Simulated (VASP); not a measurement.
# BAs (F-43m) in VASP: notebook

One crystal, BAs, is run at these levels: LDA; tasks: dielectric tensor, phonons.

Program: VASP 6.6.1. These are calculated values, not measurements. Logs are shortened: lines on timing, memory, paths and dates and some standing lists are left out, and cuts for length are marked.

### 1 Starting point

Symmetry: F-43m, No. 216, cubic system. The conventional cell has a = 4.759 Å, b = 4.759 Å, c = 4.759 Å, α = 90.00°, β = 90.00°, γ = 90.00°. B (site symmetry -43m) has 4 As at 2.06 Å as nearest neighbours. As (site symmetry -43m) has 4 B at 2.06 Å as nearest neighbours.

### 2 Dielectric tensor, LDA

Input file INCAR:

```
SYSTEM = BAs
PREC = Accurate ; ENCUT = 600
EDIFF = 1E-8 ; ISMEAR = 0
SIGMA = 0.03 ; LREAL = .False.
LASPH = .True. ; NELM = 80
ALGO = Normal ; ISIF = 2
LWAVE = .False. ; LCHARG = .False.
GGA = CA ; LEPSILON = .True.
```

Input file KPOINTS:

```
Automatic mesh
0
Monkhorst
  16 16 16
  0 0 0
```

Input file POSCAR:

```
BAs                                     
1.0
   -0.0000000000      2.3793452259      2.3793452259
    2.3793452259     -0.0000000000      2.3793452259
    2.3793452259      2.3793452259      0.0000000000
  B               As            
     1     1
Direct
     0.0000000000000000    0.0000000000000000    0.0000000000000000
     0.2500000000000000    0.2500000000000000    0.2500000000000000
```

Potentials or basis: VASP PAW LDA potentials, release 64 (B, As).

Started as:

```console
> cat potpaw_LDA.64/B/POTCAR potpaw_LDA.64/As/POTCAR > POTCAR
> mpirun -np 1 vasp_std > vasp.out
```

OUTCAR:

```text
SYSTEM = BAs
   PREC = Accurate
   ENCUT = 600
   EDIFF = 1E-8
   ISMEAR = 0
   LREAL = .False.
   LASPH = .True.
   NELM = 80
   ISIF = 2
   GGA = CA
   LEPSILON = .True.

 ion  position               nearest neighbor table
   1  0.000  0.000  0.000-   2 2.06   2 2.06   2 2.06   2 2.06
   2  0.250  0.250  0.250-   1 2.06   1 2.06   1 2.06   1 2.06

  LATTYP: Found a face centered cubic cell.
 ALAT       =     4.7586904518

  Lattice vectors:

 A1 = (   0.0000000000,   2.3793452259,   2.3793452259)
 A2 = (   2.3793452259,   0.0000000000,   2.3793452259)
 A3 = (   2.3793452259,   2.3793452259,   0.0000000000)

Analysis of symmetry for initial positions (statically):
=====================================================================
 Subroutine PRICEL returns:
 Original cell was already a primitive cell.

 Routine SETGRP: Setting up the symmetry group for a
 face centered cubic supercell.

 Subroutine GETGRP returns: Found 24 space group operations
 (whereof 24 operations were pure point group operations)
 out of a pool of 48 trial point group operations.

The static configuration has the point symmetry T_d .

Analysis of symmetry for dynamics (positions and initial velocities):
=====================================================================
 Subroutine PRICEL returns:
 Original cell was already a primitive cell.

 Routine SETGRP: Setting up the symmetry group for a
 face centered cubic supercell.

 Subroutine GETGRP returns: Found 24 space group operations
 (whereof 24 operations were pure point group operations)
 out of a pool of 48 trial point group operations.

The dynamic configuration has the point symmetry T_d .

 Subroutine INISYM returns: Found 24 space group operations
 (whereof 24 operations are pure point group operations),
 and found     1 'primitive' translations

----------------------------------------------------------------------------------------

                                     Primitive cell

  volume of cell :      26.9403

  direct lattice vectors                    reciprocal lattice vectors
     0.000000000  2.379345226  2.379345226    -0.210141847  0.210141847  0.210141847
     2.379345226  0.000000000  2.379345226     0.210141847 -0.210141847  0.210141847
     2.379345226  2.379345226  0.000000000     0.210141847  0.210141847 -0.210141847

  length of vectors
     3.364902288  3.364902288  3.364902288     0.363976355  0.363976355  0.363976355

  position of ions in fractional coordinates (direct lattice)
     0.000000000  0.000000000  0.000000000
     0.250000000  0.250000000  0.250000000

  ion indices of the primitive-cell ions
   primitive index   ion index
                 1           1
                 2           2

----------------------------------------------------------------------------------------

 KPOINTS: Automatic mesh

Automatic generation of k-mesh.
 Grid dimensions read from file:
 generate k-points for:   16   16   16

 Generating k-lattice:

  Cartesian coordinates                     Fractional coordinates (reciprocal lattice)
    -0.013133865  0.013133865  0.013133865     0.062500000  0.000000000  0.000000000
     0.013133865 -0.013133865  0.013133865     0.000000000  0.062500000  0.000000000
     0.013133865  0.013133865 -0.013133865     0.000000000  0.000000000  0.062500000

  Length of vectors
     0.022748522  0.022748522  0.022748522

  Shift w.r.t. Gamma in fractional coordinates (k-lattice)
     0.500000000  0.500000000  0.500000000

[... 74 lines left out ...]
   LORBIT       =      0    0 simple, 1 ext, 2 COOP (PROOUT), +10 PAW based schemes
   GGA     = CA    functional components
   LHFCALC =     F    Hartree Fock is set to
   AEXX    =    0.0000 exact exchange contribution
   IVDW    =     0    specifies the selected vdW correction
   LEPSILON=     T    determine dielectric tensor
   LRPA    =     F    only Hartree local field effects (RPA)
 non-spin polarized calculation
 Gauss-broadening in eV      SIGMA  =   0.03
  energy-cutoff  :      600.00
  volume of cell :       26.94
 maximum number of plane-waves:       920
   NGX = 13   NGY = 13   NGZ = 13

--------------------------------------- Ionic step        1  -------------------------------------------

 number of electron       8.0000000 magnetization

 E-fermi :   6.4488     XC(G=0): -10.8320

 val. band max:        6.2525408307   @ k =   0.0312   0.0312   0.0312
 cond. band min:       7.4602047445   @ k =   0.4062   0.4062   0.0312
 fundamental gap:      1.2076639138
 Fermi energy:         6.4488130710

 k-point     1 :       0.0312    0.0312    0.0312
  band No.  band energies     occupation
      1      -9.1779      2.00000
      2       6.1116      2.00000
      3       6.2525      2.00000
      4       6.2525      2.00000
      5       9.5959      0.00000
      6       9.5959      0.00000
      7       9.5997      0.00000
      8      11.2139      0.00000
[... 243 lines left out ...]
 k-point    24 :      -0.4688    0.0938    0.0312
  band No.  band energies     occupation
      1      -6.2149      2.00000
      2      -2.4575      2.00000
      3       3.7952      2.00000
      4       4.2457      2.00000
      5       9.5026      0.00000
      6      10.9076      0.00000
      7      11.4748      0.00000
      8      15.2721      0.00000

 [... further k-points ...]

  FORCE on cell =-STRESS in cart. coord.  units (eV):
  Direction    XX          YY          ZZ          XY          YZ          ZX
  --------------------------------------------------------------------------------------
  -------------------------------------------------------------------------------------
  Total       -0.2524925     -0.2524925     -0.2524925      0.0000000      0.0000000     -0.0000000
  in kB      -15.0160812    -15.0160812    -15.0160812      0.0000000      0.0000000     -0.0000000
  external PRESSURE =     -15.0160812 kB  Pullay stress =       0.0000000 kB

 VOLUME and BASIS-vectors are now :
 -----------------------------------------------------------------------------
  energy-cutoff  :      600.00
  volume of cell :       26.94
      direct lattice vectors                 reciprocal lattice vectors
     0.000000000  2.379345226  2.379345226    -0.210141847  0.210141847  0.210141847
     2.379345226  0.000000000  2.379345226     0.210141847 -0.210141847  0.210141847
     2.379345226  2.379345226  0.000000000     0.210141847  0.210141847 -0.210141847

 POSITION                                       TOTAL-FORCE (eV/Angst)
 -----------------------------------------------------------------------------------
      0.00000      0.00000      0.00000        -0.000000      0.000000      0.000000
      1.18967      1.18967      1.18967         0.000000     -0.000000     -0.000000
 -----------------------------------------------------------------------------------
    total drift:                               -0.000000     -0.000000     -0.000000

  FREE ENERGIE OF THE ION-ELECTRON SYSTEM (eV)
  ---------------------------------------------------
  free  energy   TOTEN  =       -12.9265225679 eV

  energy  without entropy=      -12.9265225679  energy(sigma->0) =      -12.92652257

 HEAD OF MICROSCOPIC STATIC DIELECTRIC TENSOR (INDEPENDENT PARTICLE, excluding Hartree and local field effects)
 ------------------------------------------------------
          10.115429    -0.000000     0.000000
           0.000000    10.115429     0.000000
          -0.000000     0.000000    10.115429
 ------------------------------------------------------

 Free energy of the ion-electron system (eV)
  ---------------------------------------------------
  ---------------------------------------------------
  free energy    TOTEN  =        -0.68828779 eV

  energy without entropy =       -0.68828779

------------------------ aborting loop because EDIFF is reached ----------------------------------------

--------------------------------------- Ionic step        2  -------------------------------------------

------------------------ aborting loop because EDIFF is reached ----------------------------------------

--------------------------------------- Ionic step        3  -------------------------------------------

 Free energy of the ion-electron system (eV)
  ---------------------------------------------------
  ---------------------------------------------------
  free energy    TOTEN  =        -0.68828743 eV

  energy without entropy =       -0.68828743

------------------------ aborting loop because EDIFF is reached ----------------------------------------

 PIEZOELECTRIC TENSOR FIELD DIRECTION 3  (e Angst)
 -----------------------------------------------------------------------------
    -0.00068  0.17344  0.00000           ( -0.00000  0.09727  0.00000)
     0.17344 -0.00068  0.00000           (  0.09727 -0.00000  0.00000)
     0.00000  0.00000  0.00094           (  0.00000  0.00000 -0.00000)

 PIEZOELECTRIC TENSOR FIELD DIRECTION 3  (C/m^2)
 -----------------------------------------------------------------------------
    -0.00041  0.10315  0.00000
     0.10315 -0.00041  0.00000
     0.00000  0.00000  0.00056

 MACROSCOPIC STATIC DIELECTRIC TENSOR (including local field effects in DFT)
 ------------------------------------------------------
           9.682253     0.000000    -0.000000
          -0.000000     9.682253     0.000000
           0.000000    -0.000000     9.682253
 ------------------------------------------------------

 PIEZOELECTRIC TENSOR (including local field effects)  for field in x, y, z        (e  Angst)
          XX          YY          ZZ          XY          YZ          ZX
  --------------------------------------------------------------------------------
  x     0.00000     0.00000     0.00000    -0.00000     0.17247     0.00000
  y     0.00000     0.00000     0.00000    -0.00000    -0.00000     0.17247
  z    -0.00000    -0.00000    -0.00000     0.17247     0.00000    -0.00000

 PIEZOELECTRIC TENSOR (including local field effects)  for field in x, y, z        (C/m^2)
          XX          YY          ZZ          XY          YZ          ZX
  --------------------------------------------------------------------------------
  x     0.00000     0.00000     0.00000    -0.00000     0.10257     0.00000
  y     0.00000     0.00000     0.00000    -0.00000    -0.00000     0.10257
  z    -0.00000    -0.00000    -0.00000     0.10257     0.00000    -0.00000

 BORN EFFECTIVE CHARGES (including local field effects) (in |e|, cummulative output)
 ---------------------------------------------------------------------------------
 ion    1
    1    -0.53037     0.00000    -0.00000
    2     0.00000    -0.53037     0.00000
    3    -0.00000     0.00000    -0.53037
 ion    2
    1     0.53037    -0.00000     0.00000
    2    -0.00000     0.53037    -0.00000
    3     0.00000    -0.00000     0.53037
```

Wall time 16 min (1 thread of Intel Xeon 6975P-C (Granite Rapids), shared host); peak memory 1.4 GiB.

Results:

```yaml
Electronic_dielectric_tensor_diagonal: 9.68
Born_charges_mean_of_the_diagonal: B -0.53; As +0.53 e
```

Electronic dielectric tensor:
```
9.68 0.00 0.00
0.00 9.68 0.00
0.00 0.00 9.68
```

Born effective charge tensors (e):
atom 1, B
```
-0.53  0.00  0.00
 0.00 -0.53  0.00
 0.00  0.00 -0.53
```
atom 2, As
```
0.53 0.00 0.00
0.00 0.53 0.00
0.00 0.00 0.53
```

(Continued in part 2 of 2.)
